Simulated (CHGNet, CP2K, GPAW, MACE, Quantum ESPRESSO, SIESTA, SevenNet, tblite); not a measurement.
## Running Zhiqinite (Fddd), TiSi2 (72 atoms) with CP2K

How do the settings of CP2K change the result for Zhiqinite (Fddd), TiSi2 (72 atoms)? A plane-wave run serves as the yardstick.

Main program and level: CP2K 2026.2; the method is named at each step.

The database entry behind the starting cell is an old determination (1939), so it need not match the best structure at ambient conditions.

### 1. The starting structure

The cell holds 72 atoms: 24 Ti and 48 Si. Its edges and angles: a = 14.319 Å, b = 8.236 Å, c = 8.523 Å, α = 90.0°, β = 90.0°, γ = 90.0°. It derives from TiSi2 (Fddd), repeated 3×1×1. TiSi2, space group Fddd, structure from the Crystallography Open Database, 3 x 1 x 1 conventional cells; every coordinate displaced by a Gaussian of 0.06 Å. Then every atom was moved at random, 0.02 Å r.m.s. a Cartesian component.

The yardstick, on the same geometry:

- method: Kohn-Sham DFT, PBE, SSSP efficiency 1.3.0 pseudopotentials, plane waves (Quantum ESPRESSO 7.5); sssp-pbe-1.3.0-efficiency, cutoffs 45/360 Ry, Γ point
- r.m.s. force component: 0.7773 eV/Å
- longest force: 2.919 eV/Å
- pressure: 4.218 GPa
- time: 2.4 min on 4 MPI ranks of Arm Neoverse V2, shared host
- CPU time: 9.4 min

### 2. PBE, DZVP-MOLOPT-SR, 800/50 Ry, diagonalisation

Method: Kohn-Sham DFT, PBE, GTH-PBE pseudopotentials, Gaussian and plane waves, DZVP-MOLOPT-SR-GTH, diagonalisation.

File input.inp:

```
&GLOBAL
  PROJECT cell
  RUN_TYPE ENERGY_FORCE
  PRINT_LEVEL LOW
&END GLOBAL
&FORCE_EVAL
  METHOD QS
  STRESS_TENSOR ANALYTICAL
  &DFT
    BASIS_SET_FILE_NAME BASIS_MOLOPT
    POTENTIAL_FILE_NAME GTH_POTENTIALS
    &MGRID
      CUTOFF 800
      REL_CUTOFF 50
      NGRIDS 5
    &END MGRID
    &QS
      EPS_DEFAULT 1.0E-12
    &END QS
    &SCF
      SCF_GUESS ATOMIC
      EPS_SCF 5.0E-06
      MAX_SCF 200
      ADDED_MOS 42
      &DIAGONALIZATION
        ALGORITHM STANDARD
      &END DIAGONALIZATION
      &SMEAR ON
        METHOD FERMI_DIRAC
        ELECTRONIC_TEMPERATURE [K] 580
      &END SMEAR
      &MIXING
        METHOD BROYDEN_MIXING
        ALPHA 0.15
        NBROYDEN 12
      &END MIXING
      &PRINT
        &RESTART OFF
        &END RESTART
      &END PRINT
    &END SCF
    &XC
      &XC_FUNCTIONAL PBE
      &END XC_FUNCTIONAL
    &END XC
    &PRINT
      &MULLIKEN ON
      &END MULLIKEN
      &HIRSHFELD ON
        SHAPE_FUNCTION DENSITY
      &END HIRSHFELD
      &MO ON
        EIGENVALUES T
        OCCUPATION_NUMBERS T
        MO_INDEX_RANGE 229 252
        &EACH
          QS_SCF 0
        &END EACH
        ADD_LAST NUMERIC
      &END MO
    &END PRINT
  &END DFT
  &SUBSYS
    &CELL
      A 14.31900 0.00000 0.00000
      B 0.00000 8.23600 0.00000
      C 0.00000 0.00000 8.52300
    &END CELL
    &TOPOLOGY
      COORD_FILE_NAME structure.xyz
      COORD_FILE_FORMAT XYZ
    &END TOPOLOGY
    &KIND Ti
      BASIS_SET DZVP-MOLOPT-SR-GTH-q12
      POTENTIAL GTH-PBE-q12
    &END KIND
    &KIND Si
      BASIS_SET DZVP-MOLOPT-SR-GTH-q4
      POTENTIAL GTH-PBE-q4
    &END KIND
  &END SUBSYS
  &PRINT
    &FORCES ON
    &END FORCES
    &STRESS_TENSOR ON
    &END STRESS_TENSOR
  &END PRINT
&END FORCE_EVAL
```

File structure.xyz:

```xyz
72

Ti 3.51746 2.04879 2.18589
Ti 1.27124 6.17667 2.04680
Ti 1.19793 2.01906 6.34887
Ti 3.61812 6.20904 6.40350
Ti 2.34803 8.19153 0.05787
Ti 14.23838 4.04453 0.02617
Ti 0.01589 0.12296 4.38696
Ti 2.38941 4.22581 4.23346
Si 3.62915 4.80167 2.21291
Si 1.17387 3.47246 2.16118
Si 1.17702 4.80447 6.35611
Si 3.49928 3.39661 6.46810
Si 2.40846 5.54135 0.07730
Si 0.08362 6.91602 0.01492
Si 0.07990 5.44185 4.32900
Si 2.44024 6.93199 4.26516
Si 3.66280 0.71439 6.39055
Si 1.23845 7.56378 6.39259
Si 1.16385 0.65946 2.18905
Si 3.46405 7.62365 2.12785
Si 2.31681 1.39748 4.25085
Si 14.30139 2.68732 4.31988
Si 0.12529 1.36668 8.50536
Si 2.39671 2.80864 0.00136
Ti 8.31275 2.21145 2.12504
Ti 5.92649 6.18705 2.11652
Ti 5.83542 1.99072 6.45506
Ti 8.41098 6.17346 6.34495
Ti 7.14375 0.01746 0.08872
Ti 4.67386 4.16643 0.03886
Ti 4.68317 8.18016 4.32551
Ti 7.26417 4.13217 4.22715
Si 8.47484 4.81930 2.27343
Si 6.04018 3.43276 2.08473
Si 5.99794 4.74410 6.38202
Si 8.29872 3.48185 6.49504
Si 7.13229 5.41196 8.43547
Si 4.79543 6.95151 0.01764
Si 4.80689 5.46080 4.26977
Si 7.11268 6.87994 4.27863
Si 8.48014 0.68589 6.36583
Si 5.95355 7.55307 6.36472
Si 5.93322 0.67263 2.07373
Si 8.37418 7.71063 2.10808
Si 7.10265 1.25311 4.35568
Si 4.79486 2.69120 4.22826
Si 4.65368 1.42137 0.03494
Si 7.10366 2.73921 8.47774
Ti 13.08270 2.13980 2.09206
Ti 10.67968 6.11367 2.23337
Ti 10.71033 2.04508 6.46333
Ti 13.12551 6.24050 6.37000
Ti 11.92200 0.08705 8.51737
Ti 9.58900 4.10301 8.48857
Ti 9.60876 8.22315 4.26610
Ti 11.98858 4.21634 4.23372
[... 12 atom lines left out ...]
Si 12.03197 1.25912 4.29585
Si 9.59573 2.72282 4.23167
Si 9.62065 1.31216 0.04117
Si 11.97183 2.73229 8.49888
```

Started as:

```console
$ OMP_NUM_THREADS=1 mpirun -np 4 cp2k.psmp -i input.inp > output.txt
```

Numbers of over 12 decimals in the logs are rounded to 6 here.

The log of the run:

```text
CP2K| version string:                                       CP2K version 2026.2
 CP2K| Input file name                                                 input.inp
 GLOBAL| Basis set file name                                        BASIS_MOLOPT
 GLOBAL| Potential file name                                      GTH_POTENTIALS
 GLOBAL| Run type                                                   ENERGY_FORCE
 GLOBAL| Total number of message passing processes                             4
 GLOBAL| Number of threads for this process                                    1
 TOTAL NUMBERS AND MAXIMUM NUMBERS
  Total number of            - Atomic kinds:                                   2
                             - Atoms:                                         72
                             - Shell sets:                                    72
                             - Shells:                                       432
                             - Primitive Cartesian functions:                336
                             - Cartesian basis functions:                   1416
                             - Spherical basis functions:                   1248
  Maximum angular momentum of- Orbital basis functions:                        3
                             - Local part of the GTH pseudopotential:          2
                             - Non-local part of the GTH pseudopotential:      3
 SCF PARAMETERS         Density guess:                                    ATOMIC
                        max_scf:                                             200
                        eps_scf:                                        5.00E-06
                        added MOs                                        42    0
                        Mixing method:                            BROYDEN_MIXING
                                                charge density mixing in g-space
                        Smear method:                                FERMI_DIRAC
                        Electronic temperature [K]:                        580.0
                        Electronic temperature [a.u.]:                  1.84E-03
                        Accuracy threshold:                             1.00E-10
 Extrapolation method: initial_guess
 Number of electrons:                                                        480
 Number of occupied orbitals:                                                240
 Number of molecular orbitals:                                               282
 Number of orbital functions:                                               1248
 Number of independent orbital functions:                                   1248
 SCF WAVEFUNCTION OPTIMIZATION
  Step     Update method      Time    Convergence         Total energy    Change
     1 NoMix/Diag. 0.15E+00    3.6     1.93565706     -1604.5568898057 -1.60E+03
     2 Broy./Diag. 0.15E+00    4.9     0.06238225     -1592.1944156383  1.24E+01
     3 Broy./Diag. 0.15E+00    4.9     0.05140058     -1595.9929938574 -3.80E+00
     4 Broy./Diag. 0.15E+00    4.9     0.03515744     -1595.0770274712  9.16E-01
[...]
14 Broy./Diag. 0.15E+00    5.0     0.00003829     -1586.9414091826 -6.67E-04
    15 Broy./Diag. 0.15E+00    5.0     0.00000492     -1586.9409183570  4.91E-04
  *** SCF run converged in    15 steps ***
  Electronic density on regular grids:       -479.9999999999        0.0000000001
  Core density on regular grids:              479.9999999995       -0.0000000005
  Total charge density on r-space grids:       -0.0000000004
  Total charge density g-space grids:          -0.0000000004
  Overlap energy of the core charge distribution:               1.459e-11
  Self energy of the core charge distribution:              -3057.961532
  Core Hamiltonian energy:                                    761.759464
  Hartree energy:                                             946.789625
  Exchange-correlation energy:                               -237.522348
  Electronic entropic energy:                                  -0.00612729
  Fermi energy:                                                 0.411629
  Total energy:                                             -1586.940918
  Total energy (extrapolated to T->0):                      -1586.937855
 MO| EIGENVALUES AND OCCUPATION NUMBERS
 MO|
 MO|  Index      Eigenvalue [a.u.]        Eigenvalue [eV]             Occupation
 MO|    229               0.371058              10.096998               2.000000
 MO|    230               0.372820              10.144937               2.000000
 MO|    231               0.374230              10.183321               2.000000
[...]
MO|    251               0.433764              11.803327               0.000012
 MO|    252               0.436144              11.868089               0.000003
 MO| Sum:                                                             480.000000
 MO| E(Fermi):            0.411629 a.u.         11.200989 eV
 !-----------------------------------------------------------------------------!
                     Mulliken Population Analysis
 #  Atom  Element  Kind  Atomic population                           Net charge
       1     Ti       1         12.012491                             -0.012491
       2     Ti       1         12.032103                             -0.032103
       3     Ti       1         12.033022                             -0.033022
[...]
71     Si       2          4.020026                             -0.020026
      72     Si       2          3.953626                              0.046374
 # Total charge                            480.000000                  0.000000
 !-----------------------------------------------------------------------------!
 !-----------------------------------------------------------------------------!
                           Hirshfeld Charges
  #Atom  Element  Kind  Ref Charge     Population                    Net charge
      1       Ti     1      12.000         12.011                        -0.011
      2       Ti     1      12.000         12.011                        -0.011
      3       Ti     1      12.000         12.015                        -0.015
[...]
71       Si     2       4.000          4.002                        -0.002
     72       Si     2       4.000          4.013                        -0.013
  Total Charge                                                           -0.000
 !-----------------------------------------------------------------------------!
 ENERGY| Total FORCE_EVAL ( QS ) energy [hartree]          -1586.940584
 FORCES| Atomic forces [hartree/bohr]
 FORCES|   Atom     x               y               z               |f|
 FORCES|      1  9.42789094E-03  8.21469189E-03 -9.97906162E-03   1.59983737E-02
 FORCES|      2 -3.48319394E-02  1.49783942E-03  4.48580062E-02   5.68132752E-02
 FORCES|      3  5.34350189E-03  1.43554866E-02  2.02063792E-02   2.53560795E-02
[...]
FORCES|     71 -2.13469250E-02  1.57805911E-02  5.16233873E-03   2.70438164E-02
 FORCES|     72 -6.43258265E-03  7.94317134E-03 -3.56305557E-03   1.08243917E-02
 FORCES| Sum    -1.23436475E-05  5.28611732E-05  1.97391029E-06
 FORCES| Total atomic force                                       5.43191089E-05
 STRESS| Analytical stress tensor [bar]
 STRESS|                        x                   y                   z
 STRESS|      x        9.74111555997E+04  -1.15114390782E+03  -3.58289551414E+03
 STRESS|      y       -1.15114390782E+03   4.54955581961E+04  -2.09518023707E+03
 STRESS|      z       -3.58289551414E+03  -2.09518023707E+03  -1.17697064055E+03
 STRESS| 1/3 Trace                                             4.72432477184E+04
```

Wall time 95 s (4 MPI ranks of Arm Neoverse V2, shared host); peak memory 6.3 GiB.

Banners, paths, timers and routine set-up lines are dropped from the logs unmarked, and long logs keep their key lines alone; longer cuts are marked.

Compared with the plane-wave run:

```
r.m.s. force component                  : 0.7779 eV/Å
r.m.s. difference of force components   : 14.11 meV/Å
longest difference of force vectors     : 46.07 meV/Å
force difference over r.m.s. force      : 1.815 %
slope of forces against the reference's : 1.001
correlation of force components         : 0.9998
pressure                                : 4.724 GPa
pressure difference                     : 0.506 GPa
```

Length of the force difference by element (eV/Å):

```csv
element,atoms,mean,most
Si,48,0.026,0.046
Ti,24,0.014,0.029
```

A closer look about Si63, whose charge lies farthest from its element's mean: 11 atoms, nearest first, numbered in the order of the input, with positions taken from that point.

```
atom      x      y      z  distance (Å)  bonds  Hirshfeld charge (e)     Fx     Fy  Fz (eV/Å)
Si63   0.00   0.00   0.00          0.00     10                 -0.03   0.34  -1.03      -0.78
Ti28  -1.17   0.52   1.98          2.36     10                 -0.02  -1.40   0.35       1.08
Ti50   1.09   0.46  -2.13          2.44     10                  0.00   1.45   1.61      -1.12
Si59   1.07  -0.92   1.99          2.44     10                  0.00   1.01   0.52       0.01
Si33  -1.11  -0.83  -2.09          2.51     10                 -0.01  -0.14   0.56      -1.43
Ti55   0.02   2.57  -0.10          2.57     10                 -0.02  -0.92   0.45       0.01
Si40  -2.47   1.23  -0.09          2.76     10                  0.01   0.30  -0.20      -0.45
Ti32  -2.32  -1.52  -0.14          2.78     10                  0.00  -1.57  -0.49       1.09
Si64   2.49   1.25  -0.13          2.78     10                 -0.02  -0.73  -0.20       0.19
Ti56   2.40  -1.44  -0.13          2.80     10                  0.00  -0.85  -0.77       0.17
Si70   0.01  -2.93  -0.14          2.93     10                  0.02  -0.03   0.33       0.42
```

Forces lie 1.8 % from the reference's, at 0.67 times its CPU time.

### 3. PBE, SZV-MOLOPT-SR, 800/50 Ry, diagonalisation

Method: Kohn-Sham DFT, PBE, GTH-PBE pseudopotentials, Gaussian and plane waves, SZV-MOLOPT-SR-GTH, diagonalisation.

Changes to input.inp since step 2:

```diff
@@ -23,3 +23,3 @@
       MAX_SCF 200
-      ADDED_MOS 42
+      ADDED_MOS 36
       &DIAGONALIZATION
@@ -73,3 +73,3 @@
     &KIND Ti
-      BASIS_SET DZVP-MOLOPT-SR-GTH-q12
+      BASIS_SET SZV-MOLOPT-SR-GTH-q12
       POTENTIAL GTH-PBE-q12
@@ -77,3 +77,3 @@
     &KIND Si
-      BASIS_SET DZVP-MOLOPT-SR-GTH-q4
+      BASIS_SET SZV-MOLOPT-SR-GTH-q4
       POTENTIAL GTH-PBE-q4
```

structure.xyz is that of step 2.

Started as:

```console
$ OMP_NUM_THREADS=2 cp2k.psmp -i input.inp > output.txt
```

The log of the run:

```text
CP2K| version string:                                       CP2K version 2026.2
 CP2K| Input file name                                                 input.inp
 GLOBAL| Basis set file name                                        BASIS_MOLOPT
 GLOBAL| Potential file name                                      GTH_POTENTIALS
[... lines left out ...]
 Number of electrons:                                                        480
[... lines left out ...]
  Step     Update method      Time    Convergence         Total energy    Change
[... lines left out ...]
  *** SCF run converged in    16 steps ***
[... lines left out ...]
  Fermi energy:                                                 0.461039
  Total energy:                                             -1582.627646
  Total energy (extrapolated to T->0):                      -1582.624847
[... lines left out ...]
 MO| E(Fermi):            0.461039 a.u.         12.545505 eV
[... lines left out ...]
 ENERGY| Total FORCE_EVAL ( QS ) energy [hartree]          -1582.627832
[... lines left out ...]
 FORCES|      1  9.76644427E-03  1.12116593E-02 -7.12312523E-03   1.64870752E-02
 FORCES|      2 -3.58115590E-02 -1.83710314E-04  4.30464565E-02   5.59955260E-02
 FORCES|      3  8.58970805E-03  1.18185464E-02  1.67125951E-02   2.21984675E-02
[...]
FORCES|     71 -2.58961969E-02  2.54545307E-02  2.17801972E-03   3.63770521E-02
 FORCES|     72 -6.09172931E-03  5.09429960E-03 -3.26079306E-03   8.58451080E-03
 FORCES| Sum     5.18973639E-07  4.83762386E-05  7.46273187E-06
 FORCES| Total atomic force                                       4.89512223E-05
 STRESS| Analytical stress tensor [bar]
 STRESS|                        x                   y                   z
 STRESS|      x        2.81340791418E+05  -2.19611897405E+03  -5.64223075758E+03
 STRESS|      y       -2.19611897405E+03   1.86564706852E+05   1.18565435064E+03
 STRESS|      z       -5.64223075758E+03   1.18565435064E+03   8.20445884882E+04
 STRESS| 1/3 Trace                                             1.83316695586E+05
```

Elapsed: 1.7 min, on 2 threads; peak memory 4.2 GiB; 3.1 min of CPU time.

Numbers from this run, and their distance from the reference:

| Property | Result |
| --- | --- |
| r.m.s. force component | 0.8745 eV/Å |
| r.m.s. difference of force components | 206.1 meV/Å |
| longest difference of force vectors | 808.7 meV/Å |
| force difference over r.m.s. force | 26.52 % |
| slope of forces against the reference's | 1.098 |
| correlation of force components | 0.9757 |
| pressure | 18.33 GPa |
| pressure difference | 14.11 GPa |

This is a coarse setting, run to see what it loses.

Against the first run (1.8 %), the force difference from the reference is 27 %, at 0.48 times the CPU time (on 2 against 4 cores), with 432 basis functions against 1248: the smaller basis costs accuracy.

(Continued in part 2 of 2.)

[Also dropped from logs without a mark: logging warnings of Python, and SIESTA's first energy breakdown and zero terms.]

[Logs are printed without paths, hosts, clocks, repeated set-up lines and the standing remarks that a program may print on its own settings, such as how far it seeks lower states.]

[Hosts, paths, dates, database ids (printed as entryN), source tags and the programs' standing remarks are cut or masked in the printed files.]
